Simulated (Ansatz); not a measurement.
# Nb2COS MXene monolayer in a perpendicular field, part 4 of 4

Aim: how the Nb2COS MXene monolayer screens a field along its normal, and what the field does to its bands. A positive field points along +c.

Ansatz 0.2.0; plane-wave DFT, PBE-D3(BJ), Ansatz PAW (the session's first sound run).

So far, equivalent conductor thickness p/(ε₀AE) (Å): step 9 (response, atoms held, PBE D3(BJ)) 6.64; step 12 (ions relaxed, PBE D3(BJ)) 6.81; step 15 (LDA) 6.67; step 18 (PBE) 6.66.

## (20) Same geometry, cutoff 500 eV, functional r2SCAN (run 2)

Level of this step: plane-wave DFT, r2SCAN, Ansatz PAW (Ansatz).

The same run in the opposite field.

File input.yaml:

```yaml
crystal:
  lattice:
    - [3.1734536851, 0.0, 0.0]
    - [-1.5867268426, 2.7482915091, 0.0]
    - [0.0, 0.0, 23.1780724794]
  atoms:
    - { symbol: S, position: [0.3333333333, 0.6666666667, 0.388298035] }
    - { symbol: Nb, position: [0.6666666667, 0.3333333333, 0.4602279085] }
    - { symbol: C, position: [0.0, 0.0, 0.5133245794] }
    - { symbol: Nb, position: [0.3333333333, 0.6666666667, 0.5664503854] }
    - { symbol: O, position: [0.6666666667, 0.3333333333, 0.611701965] }
kpoints:
  mp_grid: { grid: [6, 6, 1] }
hamiltonian:
  xc: r2scan
scf:
  occupations: { method: fermi_dirac, width: 0.05 }
  convergence: { dr2_threshold: 1.0e-09 }
efield:
  axis: 3
  dipole_correction: true
  ramp_position: 0.97
  ramp_width: 0.06
  amplitude: -0.1
output:
  write_potential: true
  write_density: true
  volumetric_format: npy
```

On the command line:

```
$ ansatz run input.yaml --threads 4 --pin off --max-ram 6144MiB --backend cpu --events-out ev --progress --plain --runs-dir out
```

What it wrote:

```text
[...]
Crystal: 5 atoms, lattice volume = 202.149 Å³
Basis set: ecut = 500 eV, 5095 PW (Γ), exchange–correlation on 96×96×720 points (64 copies of the dense FFT grid, shifted against one another)
Bands: 26, of which v1, the nominal top of the filled ones, is band 21 counted from 1 (20 counted from 0)
Symmetry: 6 space group operations
[...]
k-points: 7 of 36 (time reversal used)
[...]
k-point 0: bands = [... 17 lower, -1.6623, 0.0401, 0.0401, 0.3019, 0.3019, 0.6677, 2.1999, 2.1999, ... 1 higher]
  k-point 1: bands = [... 17 lower, -2.3385, -1.1610, -0.8282, -0.1995, 1.2197, 1.7024, 2.2698, 2.7861, ... 1 higher]
  k-point 2: bands = [... 17 lower, -3.1646, -1.7942, -0.9461, -0.9318, 2.1211, 2.2049, 2.8563, 3.6282, ... 1 higher]
  k-point 6: bands = [... 17 lower, -3.5044, -2.9595, -2.7027, 1.3835, 1.6384, 2.3375, 3.0402, 3.4941, ... 1 higher]
[key lines of the parts left out:]
SCF converged after 10 iterations
Free energy (F): -10857.612390 eV
Fermi energy:    0.635938 eV
Dipole field:    D = -0.030973 V/Å  (p = -0.034601 e·Å, saw-weighted, corrected)
```

Run time: 3.1 s. Hardware: 4 threads of Intel Xeon Platinum 8488C (Sapphire Rapids), shared host; peak memory 0.86 GiB.

The dipole is -0.0346 e·Å.

## (21) Response at this level

This step: plane-wave DFT, r2SCAN, Ansatz PAW; response to a field along the normal, atoms held (Ansatz 0.2.0).

The induced dipole is that of a conductor 6.61 Å thick.

## (22) Same geometry, cutoff 420 eV, functional HSE06

This step: plane-wave DFT, HSE06, Ansatz PAW (Ansatz 0.2.0).

The geometry is kept and the functional is HSE06; other changes against the main runs: SCF threshold 1.0e-10 → 1.0e-09 eV, k-mesh 18×18×1 → 6×6×1 and no dispersion term, which doesn't act on the electrons.

input.yaml: that of step 20 with these lines changed.

```diff
@@ -14,3 +14,3 @@
 hamiltonian:
-  xc: r2scan
+  xc: hse06
 scf:
@@ -23,3 +23,3 @@
   ramp_width: 0.06
-  amplitude: -0.1
+  amplitude: 0.1
 output:
```

What it wrote:

```text
[...]
Crystal: 5 atoms, lattice volume = 202.149 Å³
Basis set: ecut = 420 eV, 3941 PW (Γ)
Bands: 26, of which v1, the nominal top of the filled ones, is band 21 counted from 1 (20 counted from 0)
Symmetry: 6 space group operations
[...]
k-points: 7 of 36 (time reversal used)
[...]
k-point 1: bands = [... 17 lower, -2.8778, -1.6432, -1.1955, -0.4373, 1.2317, 1.7805, 2.4565]
  k-point 2: bands = [... 17 lower, -3.7905, -2.3621, -1.3690, -1.3209, 2.3223, 2.4000, 3.0560]
  k-point 6: bands = [... 17 lower, -4.2927, -3.6028, -3.3207, 1.4109, 1.7606, 2.4584, 3.3048]
  guard bands above this table: 2 of the run's 26 bands, where the rule asks 3: the bands that hold charge and the lowest empty level above them stay in the table. The solve was not asked for them (output.publish_guard_bands: true or output.eigenvalues: true publishes all)
[key lines of the parts left out:]
Free energy (F): -10833.357877 eV
Fermi energy:    0.578111 eV
Dipole field:    D = 0.022822 V/Å  (p = 0.025496 e·Å, saw-weighted, corrected)
```

It took 19 s on 4 threads; peak memory 2.5 GiB.

The dipole is 0.0255 e·Å.

## (23) Same geometry, cutoff 420 eV, functional HSE06 (run 2)

The same run in the opposite field.

input.yaml: that of step 22 with these lines changed.

```diff
@@ -23,3 +23,3 @@
   ramp_width: 0.06
-  amplitude: 0.1
+  amplitude: -0.1
 output:
```

What it wrote:

```text
[...]
Crystal: 5 atoms, lattice volume = 202.149 Å³
Basis set: ecut = 420 eV, 3941 PW (Γ)
Bands: 26, of which v1, the nominal top of the filled ones, is band 21 counted from 1 (20 counted from 0)
Symmetry: 6 space group operations
[...]
k-points: 7 of 36 (time reversal used)
[...]
--- Band table (eV; the first three rows and the last of 7) ---
  k-point 0: bands = [... 17 lower, -2.1133, -0.1131, -0.1131, 0.1188, 0.1188, 0.6353, 2.4347]
  k-point 1: bands = [... 17 lower, -2.8401, -1.5915, -1.1512, -0.4010, 1.2657, 1.8176, 2.4902]
  k-point 2: bands = [... 17 lower, -3.7611, -2.3126, -1.3212, -1.2902, 2.3550, 2.4320, 3.0922]
  k-point 6: bands = [... 17 lower, -4.2798, -3.5552, -3.2588, 1.4454, 1.7907, 2.4929, 3.3454]
[...]
[key lines of the parts left out:]
Free energy (F): -10833.359124 eV
Fermi energy:    0.613569 eV
Dipole field:    D = -0.033984 V/Å  (p = -0.037965 e·Å, saw-weighted, corrected)
```

Wall time 16 s (4 threads); peak memory 2.5 GiB.

The dipole is -0.0380 e·Å.

## (24) Comparing the runs

Times are for 4 threads of Intel Xeon Platinum 8488C (Sapphire Rapids), shared host. Results by setting:

```tsv
no.	functional	field	dipole along the normal (e·Å)	time	memory (GiB)
1	lda	0.1 V/Å	0.02120	1.3 s	0.5
2	lda	-0.1 V/Å	-0.04306	1.3 s	0.50
3	pbe	0.1 V/Å	0.02761	1.4 s	0.51
4	pbe	-0.1 V/Å	-0.03655	1.4 s	0.51
5	r2scan	0.1 V/Å	0.02909	3.2 s	0.85
6	r2scan	-0.1 V/Å	-0.03460	3.1 s	0.86
7	hse06	0.1 V/Å	0.02550	19 s	2.5
8	hse06	-0.1 V/Å	-0.03797	16 s	2.5
```

## (25) Response at this level

This step: plane-wave DFT, HSE06, Ansatz PAW; response to a field along the normal, atoms held (Ansatz 0.2.0).

The induced dipole is that of a conductor 6.58 Å thick.

## (26) A changed input

This step: plane-wave DFT, PBE-D3(BJ), Ansatz PAW (Ansatz 0.2.0).

A run with a changed input: it repeats the earlier run at 0.1 V/Å with efield.dipole_correction from true to false and efield.ramp_width from 0.06 to 0.15.

input.yaml, the sections that differ from step 23:

```yaml
kpoints:
  mp_grid: { grid: [18, 18, 1] }
  band_path:
    path: [[0, 0, 0], [0.5, 0, 0], [0.33333333, 0.33333333, 0], [0, 0, 0]]
    npoints: 16
hamiltonian:
  xc: pbe
  dispersion: d3bj
scf:
  occupations: { method: fermi_dirac, width: 0.05 }
  convergence: { dr2_threshold: 1.0e-10 }
efield:
  axis: 3
  dipole_correction: false
  ramp_position: 0.97
  ramp_width: 0.15
  amplitude: 0.1
# crystal, output: as in step 23
```

What it wrote:

```text
[...]
Crystal: 5 atoms, lattice volume = 202.149 Å³
Basis set: ecut = 420 eV, 3941 PW (Γ)
Bands: 26, of which v1, the nominal top of the filled ones, is band 21 counted from 1 (20 counted from 0)
Symmetry: 6 space group operations
[...]
k-points: 37 of 324 (time reversal used)
[...]
SCF iter   1: F=—  HF=-10830.409544 eV  |F-HF|=—  |Δ(HF+E_count)|=         —  Δρ=3.93e-3  dr2=1.48e-1  ethr=1.77e-3  p=0.015 e·Å  V_vac-E_F(+/−)=6.56/4.70 eV  ⟨swp⟩=9.3  Hψ=5873  notcnv=0
[...]
SCF iter  10: F=-10830.399745 eV  HF=-10830.399745 eV  |F-HF|=2.91e-11  |Δ(HF+E_count)|=  1.82e-10  Δρ=5.57e-8  dr2=5.41e-12  ethr=1.00e-12  p=0.035 e·Å  V_vac-E_F(+/−)=6.59/4.81 eV  ⟨swp⟩=3.5  Hψ=2522  notcnv=0
SCF 1 converged in 10 iterations: F = -10830.399745 eV  dr2 = 5.41e-12
[...]
SCF converged after 10 iterations
Free energy (F): -10830.399745 eV
[...]
Internal energy: -10830.387044 eV  (E = F + TS)
E sigma→0 (E₀):  -10830.393395 eV
Entropy (-TS):   -0.012700 eV (-2.540 meV/atom)
Fermi energy:    0.740689 eV
Dipole field:    D = 0.031169 V/Å  (p = 0.034820 e·Å, saw-weighted)
Work function:   not extracted (applied field tilts the vacuum); planar V_es + V_field profile in the machine report
[...]
--- Band table (eV; the first three rows and the last of 37) ---
  k-point 0: bands = [... 17 lower, -1.5446, 0.0086, 0.0086, 0.3472, 0.3472, 0.5989, 2.0520, 2.0520, ... 1 higher]
  k-point 1: bands = [... 17 lower, -1.4717, -0.4107, -0.2676, 0.3073, 0.6300, 0.8825, 2.0612, 2.0999, ... 1 higher]
  k-point 2: bands = [... 17 lower, -1.5772, -0.9012, -0.5817, 0.0821, 0.9431, 1.2663, 2.0926, 2.2889, ... 1 higher]
  k-point 36: bands = [... 17 lower, -3.2235, -2.7954, -2.5877, 1.2848, 1.5116, 2.1821, 2.8379, 3.2833, ... 1 higher]
```

Run time: 6.6 s. Hardware: 4 threads; peak memory 0.61 GiB; 25 s of CPU time.

```tsv
quantity	this run	earlier run	difference
dipole along the normal (e·Å)	0.03482	0.02483	0.0100
```

With the dipole correction off, the periodic images add a field of their own to the typed one.

It moves by +0.00999 e·Å.

These numbers are not those of the isolated slab.

## (27) Summary of results

```
gap without field                             : none
work function, upper face                     : 5.64 eV
step between the vacuum levels                : 0.149 eV
equivalent conductor thickness, atoms held    : 6.64 Å
equivalent conductor thickness, atoms relaxed : 6.81 Å
equivalent conductor thickness, LDA           : 6.67 Å
equivalent conductor thickness, PBE           : 6.66 Å
equivalent conductor thickness, r2SCAN        : 6.61 Å
equivalent conductor thickness, HSE06         : 6.58 Å
```

In words: The induced dipole equals that of a perfect conductor 6.64 Å thick, while the outer atoms lie 5.18 Å apart. The two faces differ: the vacuum level above lies 0.15 eV higher than the one below. Letting the atoms follow the field adds 0.17 Å to the equivalent conductor thickness: the ionic part of the response. Across the functionals the thickness runs from 6.58 to 6.67 Å; those runs use a coarser k-mesh, so they are to be compared with each other. There is no gap over 0.03 eV, with or without the field. The main runs have no spin polarisation; a magnetic state could lie lower and would change these results. Spin-orbit coupling is left out. The MXene's terminations sit over the metal atoms of its far layer; the site over carbon or nitrogen, which some compounds prefer, was not run.

[Long decimals in the printed logs are rounded to 6 places.]

[Logs are printed without paths, hosts, clocks, repeated set-up lines and the standing remarks that a program may print on its own settings, such as how far it seeks lower states.]

[Hosts, paths, dates, database ids (printed as entryN), source tags and the programs' standing remarks are cut or masked in the printed files.]

[Maps of the electrostatic potential energy from Ansatz leave out the sawtooth potential of an applied field or a dipole correction, so their vacuum need not be flat; planar profiles and work functions include it.]
